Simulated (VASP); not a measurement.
Runs of VASP 6.6.1 on CdS (Greenockite). It takes space group P6_3mc (No. 186, hexagonal). The conventional cell has a = 4.150 Å, b = 4.150 Å, c = 6.737 Å, α = 90.00°, β = 90.00°, γ = 120.00°. Cd (site symmetry 3m) has 4 S at 2.53 to 2.54 Å as nearest neighbours. S (site symmetry 3m) is surrounded by 4 Cd at 2.53 to 2.54 Å. 

```csv
task,level,cell,k mesh,cutoff (eV),smearing,optimiser,gap on the mesh (eV),pressure (GPa),relaxed volume (Å³/atom),largest force (eV/Å)
relaxation of cell and atoms,rSCAN,relaxed,7 × 7 × 4,600,gaussian 0.05 eV,-,(b),0.0,(a),0.02
relaxation of cell and atoms,r2SCAN,relaxed,7 × 7 × 4,600,gaussian 0.05 eV,-,1.61,0.0,25.52,0.01
single point,r2SCAN,as given,7 × 7 × 4,520,fermi-dirac 0.05 eV,-,1.65,1.0,-,0.07
relaxation of cell and atoms,r2SCAN+D3(BJ),relaxed,7 × 7 × 4,600,gaussian 0.05 eV,-,1.65,0.0,25.13,-
relaxation of the atoms,r2SCAN,"atoms relaxed from: atoms moved at random, drawn with an rms of 0.05 Å",7 × 7 × 4,520,gaussian 0.05 eV,vasp,1.65,1.0,-,0.01
```

Alike in all rows: potentials or basis VASP PAW PBE potentials, release 64 (Cd, S); no spin polarisation.

Q: Fill in the values left out.

A: (a) 25.44; (b) 1.59.

Caveats: the PAW data sets were made with another functional, which shifts forces and pressure a little.

A k mesh can miss the band edges, and the runs leave out spin-orbit coupling on Cd.
